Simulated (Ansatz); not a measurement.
TiC: zone-centre modes

Level of theory: Ansatz, DFT PBEsol, scalar-relativistic, plane waves, PAW. Settings: plane waves to 420 eV, k-mesh 20×20×14 (Γ-centred), Gaussian smearing 0.15 eV. No spin polarisation.

Zero of the scan (relaxed at this level):

```
Ti C
1.0
     0.00000   -2.14669   -2.14669
     0.00000    2.14669   -2.14669
     4.29337    0.00000    0.00000
Ti C
2 2
Cartesian
  2.1467 0.0000 -2.1467
  0.0000 0.0000 0.0000
  0.0000 0.0000 -2.1467
  2.1467 0.0000 0.0000
```

Harmonic modes by finite displacements of 0.02 Å, without the LO–TO term. The cell doubles the primitive one, so its zone centre also holds the primitive cell's point q = (0, 1/2, 1/2).

Problem. At this geometry, is the structure stable against these modes?

Solution. Yes: no mode is imaginary beyond 10 cm⁻¹, and only the three translations lie near zero.

Problem. List the wavenumbers in cm⁻¹.

Solution. 0, 0, 0, 297, 297, 368, 538, 538, 540, 540, 541, 602.

Cost: 1 run of about 4.5 core-minutes, on Arm Neoverse V2 (shared hosts).